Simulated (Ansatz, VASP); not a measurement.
# CsH4 in VASP and in Ansatz

File INCAR:

```
SYSTEM = CsH4
ALGO = Fast
EDIFF = 1E-7
EDIFFG = -0.01
ENCUT = 600
GGA = PE
IBRION = 2
ISIF = 3
ISMEAR = 0
LASPH = .TRUE.
LCHARG = .FALSE.
LREAL = .FALSE.
LWAVE = .FALSE.
NELM = 60
NSW = 100
PREC = Accurate
SIGMA = 0.1
```

File KPOINTS:

```
k-points
0
G
  12 12 8
  0 0 0
```

File POSCAR:

```
CsH4
1.0
    3.5587919071      0.0000000000      0.0000000000
   -1.7793959536      3.0820041983      0.0000000000
    0.0000000000      0.0000000000      5.0274677260
Cs H
1 4
Direct
    0.0000000000      0.0000000000      0.5000000000
    0.5000000000      0.0000000000      0.0000000000
    0.0000000000      0.5000000000      0.0000000000
    0.5000000000      0.5000000000      0.0000000000
    0.0000000000      0.0000000000      0.0000000000
```

Input for Ansatz:

```yaml
crystal:
  lattice:
    - [3.5587919071, 0.0, 0.0]
    - [-1.7793959536, 3.0820041983, 0.0]
    - [0.0, 0.0, 5.027467726]
  atoms:
    - { symbol: Cs, position: [0.0, 0.0, 0.5] }
    - { symbol: H, position: [0.5, 0.0, 0.0] }
    - { symbol: H, position: [0.0, 0.5, 0.0] }
    - { symbol: H, position: [0.5, 0.5, 0.0] }
    - { symbol: H, position: [0.0, 0.0, 0.0] }
basis:
  ecutwfc: 420
kpoints:
  mp_grid: { grid: [12, 12, 8] }
hamiltonian:
  xc: pbe
scf:
  occupations: { method: gaussian, width: 0.1 }
output:
  forces: true
  stress: true
  eigenvalues: true
relax:
  adjacent_minimum: "off"
  f_tol: 0.01
  max_steps: 80
  cell: { stress_tol: 0.05 }
```

Alike in both runs: task relaxation of cell and atoms; functional PBE; k mesh 12 × 12 × 8; occupations gaussian, width 0.1 eV; no spin polarisation.

|  | VASP | Ansatz |
| --- | --- | --- |
| version | VASP 6.6.1 | Ansatz 0.2.0 |
| potentials or method | VASP PAW PBE potentials, release 64 (Cs_sv, H) | scalar-relativistic, plane waves, PAW |
| plane-wave cutoff (eV) | 600 | 420 |
| valence electrons in the cell | 13 | 13 |

|  | VASP | Ansatz | Ansatz less VASP |
| --- | --- | --- | --- |
| gap on the k mesh at the Fermi level, each at its own relaxed structure (eV) | none | none | - |
| relaxed volume (Å³/atom) | 11.23 | 11.16 | -0.070 |
| relaxed cell length with the largest relative difference (Å) | 3.596 | 3.587 | -0.0081 |

A gap of «none» marks a metal or a gap that the smearing closes.

Spin-orbit coupling is left out, which matters for the levels of Cs.
